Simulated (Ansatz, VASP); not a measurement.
# SiC: VASP beside Ansatz

```
Si C
1.0
     3.05636   -0.00764   -0.00764
    -1.53480    2.65071   -0.00280
    -0.01254   -0.01254    5.01591
Si C
2 2
Direct
  0.33383 0.66696 0.00459
  0.66697 0.33363 0.50459
  0.33367 0.66638 0.38042
  0.66553 0.33303 0.88041
```

Change from the starting cell: equal xy, yz and zx engineering shears of -0.5 %.

Alike in both runs: functional LDA; k mesh 8 × 8 × 4; no spin polarisation.

Ansatz relaxed the structure, and its values are those at the end. VASP's run is a single point on that final structure, the one shown.

|  | VASP | Ansatz |
| --- | --- | --- |
| version | VASP 6.6.1 | Ansatz 0.2.0 |
| potentials or method | VASP PAW LDA potentials, release 64 (Si, C), cutoff 520 eV | all-electron LAPW, scalar-relativistic |
| occupations | gaussian, width 0.01 eV | fixed |

|  | VASP | Ansatz | Ansatz less VASP |
| --- | --- | --- | --- |
| gap on the k mesh at the Fermi level (eV) | 2.34 | 2.36 | +0.015 |
| pressure (GPa) | 0.4 | 0.0 | -0.42 |

Ansatz ran all-electron here, so the differences hold the error of VASP's frozen core and of both bases.

A k mesh can miss the band edges.
